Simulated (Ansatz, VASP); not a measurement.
Pb: VASP beside Ansatz

```
Pb
1.0
     3.43297    0.00000    0.00000
    -1.71648    2.97304    0.00000
     0.00000    0.00000    5.51445
Pb
2
Cartesian
  1.7165 0.9910 4.1358
  0.0000 1.9820 1.3786
```

Change from the starting cell: volume scaled by 0.96.

Alike in both runs: task single point; functional PBE; k mesh 9 × 9 × 5; occupations fermi-dirac, width 0.05 eV; no spin polarisation.

|  | VASP | Ansatz |
| --- | --- | --- |
| version | VASP 6.6.1 | Ansatz 0.2.0 |
| potentials or method | VASP PAW PBE potentials, release 64 (Pb_d) | Ansatz PAW |
| plane-wave cutoff (eV) | 520 | 420 |
| valence electrons in the cell | 28 | 28 |

VASP gave:

| Property | Result |
| --- | --- |
| gap on the k mesh at the Fermi level (eV) | none |
| pressure (GPa) | 6.6 |
| largest component of the traceless stress (GPa) | 3.12 |

Estimate Ansatz's values.

gap on the k mesh at the Fermi level (eV): none; pressure (GPa): 6.7; largest component of the traceless stress (GPa): 3.13.

A gap of «none» marks a metal or a gap that the smearing closes.

The runs have no spin-orbit coupling, so splittings on Pb are missing.
